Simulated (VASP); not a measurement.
# Cu in VASP: relaxation of the atoms with PBEsol

Aim: the relaxation of the atoms of Cu with PBEsol.

All numbers are computed with VASP 6.6.1; they aren't measurements. Logs are shortened: lines on timing, memory, paths and dates and some standing lists are left out, and cuts for length are marked.

## Step 1: The slab as given

The cell holds a slab with vacuum, 9 atoms: a = 2.524 Å, b = 2.524 Å, c = 29.276 Å, α = 90.00°, β = 90.00°, γ = 90.00°.

The cell was built by a generator and needn't be a form met in nature.

## Step 2: Relaxation of the atoms, PBEsol

Contents of INCAR:

```
SYSTEM = Cu
PREC = Accurate
ENCUT = 520
EDIFF = 1E-6
ISMEAR = 1
SIGMA = 0.2
LREAL = .FALSE.
LASPH = .TRUE.
NELM = 60
ALGO = Normal
ISIF = 2
LWAVE = .FALSE.
LCHARG = .FALSE.
GGA = PS
IBRION = 2
NSW = 40
EDIFFG = -0.01
KPAR = 8
```

Contents of KPOINTS:

```
regular mesh
0
G
  18 18 1
  0 0 0
```

Contents of POSCAR:

```
Cu
1.0
    2.5236641021      0.0000000000      0.0000000000
    0.0000000000      2.5236641021      0.0000000000
    0.0000000000      0.0000000000     29.2760000000
Cu
9
Direct
    0.0000000000      0.0000000000      0.2561825386
    0.5000000000      0.5000000000      0.3171369039
    0.0000000000      0.0000000000      0.3780912693
    0.5000000000      0.5000000000      0.4390456346
    0.0000000000      0.0000000000      0.5000000000
    0.5000000000      0.5000000000      0.5609543654
    0.0000000000      0.0000000000      0.6219087307
    0.5000000000      0.5000000000      0.6828630961
    0.0000000000      0.0000000000      0.7438174614
```

Potentials or basis: VASP PAW PBE potentials, release 64 (Cu).

On the command line:

```sh
> cat potpaw_PBE.64/Cu/POTCAR > POTCAR
> mpirun -np 8 vasp_std > vasp.out
```

OUTCAR:

```text
SYSTEM = Cu
   PREC = Accurate
   ENCUT = 520
   EDIFF = 1E-6
   ISMEAR = 1
   LREAL = .FALSE.
   LASPH = .TRUE.
   NELM = 60
   ISIF = 2
   GGA = PS
   IBRION = 2
   NSW = 40
   EDIFFG = -0.01

 ion  position               nearest neighbor table
   1  0.000  0.000  0.256-   2 2.52   2 2.52   2 2.52   2 2.52
   2  0.500  0.500  0.317-   1 2.52   1 2.52   1 2.52   1 2.52   3 2.52   3 2.52   3 2.52   3 2.52

   3  0.000  0.000  0.378-   4 2.52   4 2.52   4 2.52   4 2.52   2 2.52   2 2.52   2 2.52   2 2.52

   4  0.500  0.500  0.439-   3 2.52   3 2.52   3 2.52   3 2.52   5 2.52   5 2.52   5 2.52   5 2.52

   5  0.000  0.000  0.500-   4 2.52   6 2.52   4 2.52   6 2.52   4 2.52   6 2.52   4 2.52   6 2.52

   6  0.500  0.500  0.561-   7 2.52   7 2.52   7 2.52   7 2.52   5 2.52   5 2.52   5 2.52   5 2.52

   7  0.000  0.000  0.622-   6 2.52   6 2.52   6 2.52   6 2.52   8 2.52   8 2.52   8 2.52   8 2.52

   8  0.500  0.500  0.683-   9 2.52   9 2.52   9 2.52   9 2.52   7 2.52   7 2.52   7 2.52   7 2.52

   9  0.000  0.000  0.744-   8 2.52   8 2.52   8 2.52   8 2.52

  LATTYP: Found a simple tetragonal cell.
 ALAT       =     2.5236641021
 C/A-ratio  =    11.6005929536

  Lattice vectors:

 A1 = (   2.5236641021,   0.0000000000,   0.0000000000)
 A2 = (   0.0000000000,   2.5236641021,   0.0000000000)
 A3 = (   0.0000000000,   0.0000000000,  29.2760000000)

Analysis of symmetry for initial positions (statically):
=====================================================================
 Subroutine PRICEL returns:
 Original cell was already a primitive cell.

 Routine SETGRP: Setting up the symmetry group for a
 simple tetragonal supercell.

 Subroutine GETGRP returns: Found 16 space group operations
 (whereof 16 operations were pure point group operations)
 out of a pool of 16 trial point group operations.

The static configuration has the point symmetry D_4h.

Analysis of symmetry for dynamics (positions and initial velocities):
=====================================================================
 Subroutine PRICEL returns:
 Original cell was already a primitive cell.

 Routine SETGRP: Setting up the symmetry group for a
 simple tetragonal supercell.

 Subroutine GETGRP returns: Found 16 space group operations
 (whereof 16 operations were pure point group operations)
 out of a pool of 16 trial point group operations.

The dynamic configuration has the point symmetry D_4h.

 Subroutine INISYM returns: Found 16 space group operations
 (whereof 16 operations are pure point group operations),
 and found     1 'primitive' translations

----------------------------------------------------------------------------------------

                                     Primitive cell

  volume of cell :     186.4553

  direct lattice vectors                    reciprocal lattice vectors
     2.523664102  0.000000000  0.000000000     0.396249247  0.000000000  0.000000000
     0.000000000  2.523664102  0.000000000     0.000000000  0.396249247  0.000000000
     0.000000000  0.000000000 29.276000000     0.000000000  0.000000000  0.034157672

  length of vectors
     2.523664102  2.523664102 29.276000000     0.396249247  0.396249247  0.034157672

  position of ions in fractional coordinates (direct lattice)
     0.000000000  0.000000000  0.256182539
     0.500000000  0.500000000  0.317136904
     0.000000000  0.000000000  0.378091269
     0.500000000  0.500000000  0.439045635
     0.000000000  0.000000000  0.500000000
     0.500000000  0.500000000  0.560954365
     0.000000000  0.000000000  0.621908731
     0.500000000  0.500000000  0.682863096
     0.000000000  0.000000000  0.743817461

  ion indices of the primitive-cell ions
   primitive index   ion index
                 1           1
                 2           2
                 3           3
                 4           4
                 5           5
                 6           6
                 7           7
                 8           8
                 9           9

----------------------------------------------------------------------------------------

 KPOINTS: regular mesh

Automatic generation of k-mesh.
 Grid dimensions read from file:
 generate k-points for:   18   18    1

 Generating k-lattice:

  Cartesian coordinates                     Fractional coordinates (reciprocal lattice)
     0.022013847  0.000000000  0.000000000     0.055555556  0.000000000  0.000000000
     0.000000000  0.022013847  0.000000000     0.000000000  0.055555556  0.000000000
     0.000000000  0.000000000  0.034157672     0.000000000  0.000000000  1.000000000

  Length of vectors
     0.022013847  0.022013847  0.034157672

  Shift w.r.t. Gamma in fractional coordinates (k-lattice)
     0.000000000  0.000000000  0.000000000

 Subroutine IBZKPT returns following result:
 ===========================================

 Found     55 irreducible k-points:

 Following reciprocal coordinates:
            Coordinates               Weight
  0.000000  0.000000  0.000000      1.000000
  0.055556  0.000000  0.000000      4.000000
  0.111111  0.000000  0.000000      4.000000
  0.166667  0.000000  0.000000      4.000000
  0.222222  0.000000  0.000000      4.000000
  0.277778  0.000000  0.000000      4.000000
[... 16 lines left out ...]
  0.277778  0.111111  0.000000      8.000000
  0.333333  0.111111  0.000000      8.000000
 [... further k-points ...]
   k-points           NKPTS =     55   k-points in BZ     NKDIM =     55   number of bands    NBANDS=     59
   number of dos      NEDOS =    301   number of ions     NIONS =      9
   total plane-waves  NPLWV =  89600
   dimension x,y,z NGX =    20 NGY =   20 NGZ =  224
   dimension x,y,z NGXF=    40 NGYF=   40 NGZF=  448
   ions per type =               9
   NGX,Y,Z   is equivalent  to a cutoff of  13.17, 13.17, 12.72 a.u.
   NGXF,Y,Z  is equivalent  to a cutoff of  26.35, 26.35, 25.44 a.u.
 SYSTEM =  Cu
   PREC   = accura    normal or accurate (medium, high low for compatibility)
   ISTART =      0    job   : 0-new  1-cont  2-samecut
   ICHARG =      2    charge: 1-file 2-atom 10-const
   ISPIN  =      1    spin polarized calculation?
   LNONCOLLINEAR =      F non collinear calculations
   LSORBIT =      F    spin-orbit coupling
   LASPH  =      T    aspherical Exc in radial PAW
   ENCUT  =  520.0 eV  38.22 Ry    6.18 a.u.   4.69  4.69 54.43*2*pi/ulx,y,z
   NELM   =     60;   NELMIN=  2; NELMDL= -5     # of ELM steps
   EDIFF  = 0.1E-05   stopping-criterion for ELM
   LREAL  =      F    real-space projection
   EDIFFG = -.1E-01   stopping-criterion for IOM
   NSW    =     40    number of steps for IOM
   IBRION =      2    ionic relax: 0-MD 1-quasi-New 2-CG
   NFREE  =      1    steps in history (QN), initial steepest desc. (CG)
   ISIF   =      2    stress and relaxation
   ISYM   =      2    0-nonsym 1-usesym 2-fastsym
   POTIM  = 0.5000    time-step for ionic-motion
   TEBEG  =    0.0;   TEEND  =   0.0 temperature during run
   PSTRESS=    0.0 pullay stress
   NELECT =      99.0000    total number of electrons
   NUPDOWN=      -1.0000    fix difference up-down
   EMIN   =  10.00;   EMAX   =-10.00  energy-range for DOS
   EFERMI =   0.00;   METHOD = LEGACY
   ISMEAR =     1;   SIGMA  =   0.20  broadening in eV -4-tet -1-fermi 0-gaus
   EFERMI_NEDOS =   21; number of points for ismear=-14 and -15
   IALGO  =     38    algorithm
   IMIX   =      4    mixing-type and parameters
     AMIX     =   0.40;   BMIX     =  1.00
     AMIX_MAG =   1.60;   BMIX_MAG =  1.00
  volume/ion in A,a.u.               =      20.72       139.81
  Fermi-wavevector in a.u.,A,eV,Ry     =   1.325648  2.505112 23.910105  1.757343
  Thomas-Fermi vector in A             =   2.455094
   LORBIT       =      0    0 simple, 1 ext, 2 COOP (PROOUT), +10 PAW based schemes
   GGA     = PS    functional components
   LHFCALC =     F    Hartree Fock is set to
   AEXX    =    0.0000 exact exchange contribution
   IVDW    =     0    specifies the selected vdW correction
   LEPSILON=     F    determine dielectric tensor
   LRPA    =     F    only Hartree local field effects (RPA)
 conjugate gradient relaxation of ions
 non-spin polarized calculation
 Methfessel and Paxton  Order N= 1 SIGMA  =   0.20
  energy-cutoff  :      520.00
  volume of cell :      186.46
 maximum number of plane-waves:      5097
 NGX is ok and might be reduce to    20
   NGX =  9   NGY =  9   NGZ =109

--------------------------------------- Ionic step        1  -------------------------------------------

 number of electron      98.9999976 magnetization

 Free energy of the ion-electron system (eV)
  ---------------------------------------------------
  ext. energy  EPLUGINS =         0.00000000
  ---------------------------------------------------
  free energy    TOTEN  =       -37.34023242 eV

  energy without entropy =      -37.33093539  energy(sigma->0) =      -37.33713341

------------------------ aborting loop because EDIFF is reached ----------------------------------------

  FORCE on cell =-STRESS in cart. coord.  units (eV):
  Direction    XX          YY          ZZ          XY          YZ          ZX
  --------------------------------------------------------------------------------------
  -------------------------------------------------------------------------------------
  Total       -1.9306828     -1.9306828     -0.7938652      0.0000000      0.0000000     -0.0000000
  in kB      -16.5900111    -16.5900111     -6.8215413      0.0000000      0.0000000     -0.0000000
  external PRESSURE =     -13.3338545 kB  Pullay stress =       0.0000000 kB
[... 329 lines left out ...]
  energy  without entropy=      -37.3432278408  energy(sigma->0) =      -37.34903485

--------------------------------------- Ionic step        9  -------------------------------------------

 number of electron      98.9999979 magnetization

 Free energy of the ion-electron system (eV)
  ---------------------------------------------------
  ext. energy  EPLUGINS =         0.00000000
  ---------------------------------------------------
  free energy    TOTEN  =       -37.35201173 eV

  energy without entropy =      -37.34334044  energy(sigma->0) =      -37.34912130

 E-fermi :   2.2635     XC(G=0):  -7.8363

 val. band max:        2.2612069486   @ k =   0.4444   0.2222   0.0000
 cond. band min:       2.2648867745   @ k =   0.2222   0.0556   0.0000
 fundamental gap:      0.0036798259
 Fermi energy:         2.2635286810

 k-point     1 :       0.0000    0.0000    0.0000
  band No.  band energies     occupation
      1      -7.2695      2.00000
      2      -6.8746      2.00000
      3      -6.2265      2.00000
      4      -5.3396      2.00000
      5      -4.3191      2.00000
      6      -3.4063      2.00000
[... 1477 lines left out ...]
     58       7.8734      0.00000
     59       8.3488      0.00000

 [... further k-points ...]
[... 5 lines left out ...]
  --------------------------------------------------------------------------------------
  -------------------------------------------------------------------------------------
  Total       -1.5505029     -1.5505029     -0.3127993      0.0000000      0.0000000      0.0000000
  in kB      -13.3231934    -13.3231934     -2.6878286      0.0000000      0.0000000      0.0000000
  external PRESSURE =      -9.7780718 kB  Pullay stress =       0.0000000 kB
[... 24 lines left out ...]
  FREE ENERGIE OF THE ION-ELECTRON SYSTEM (eV)
  ---------------------------------------------------
  free  energy   TOTEN  =       -37.3520117317 eV

  energy  without entropy=      -37.3433404422  energy(sigma->0) =      -37.34912130

 reached required accuracy - stopping structural energy minimisation
```

Run time: 7.9 min. Hardware: 8 MPI ranks of Intel Xeon Platinum 8488C (Sapphire Rapids), shared host; peak memory 0.61 GiB.

Results:

```
Free energy                  : -37.3520 eV
Energy gained by relaxing    : 1.3 meV/atom
Ionic steps                  : 9
Largest force after relaxing : 0.008 eV/Å
Band gap on the k mesh       : none (metal or under the smearing width)
```

Forces in eV/Å, atoms in the order of the input:
```
Cu   0.000  0.000  0.008
Cu   0.000  0.000  0.006
Cu   0.000  0.000  0.007
Cu   0.000  0.000  0.001
Cu   0.000  0.000  0.000
Cu   0.000  0.000 -0.001
Cu   0.000  0.000 -0.007
Cu   0.000  0.000 -0.006
Cu   0.000  0.000 -0.008
```

The path:
```csv
step,energy change (eV),largest force (eV/Å),pressure (GPa)
1,0.0000,0.2366,-1.33
2,-0.0077,0.1342,-1.27
3,-0.0104,0.0735,-1.14
4,-0.0104,0.0756,-1.06
5,-0.0111,0.0362,-1.07
6,-0.0115,0.0325,-1.03
7,-0.0115,0.0377,-0.99
8,-0.0117,0.0155,-0.97
9,-0.0118,0.0079,-0.98
```

Final structure:
```yaml
crystal:
  lattice:
    - [2.52366, 0.00000, 0.00000]
    - [0.00000, 2.52366, 0.00000]
    - [0.00000, 0.00000, 29.27600]
  atoms:
    - { symbol: Cu, position: [0.00000, 0.00000, 0.25728] }
    - { symbol: Cu, position: [0.50000, 0.50000, 0.31649] }
    - { symbol: Cu, position: [0.00000, 0.00000, 0.37779] }
    - { symbol: Cu, position: [0.50000, 0.50000, 0.43891] }
    - { symbol: Cu, position: [0.00000, 0.00000, 0.50000] }
    - { symbol: Cu, position: [0.50000, 0.50000, 0.56109] }
    - { symbol: Cu, position: [0.00000, 0.00000, 0.62221] }
    - { symbol: Cu, position: [0.50000, 0.50000, 0.68351] }
    - { symbol: Cu, position: [0.00000, 0.00000, 0.74272] }
```

Caveat: the PAW data sets were made with another functional, which shifts forces and pressure a little.
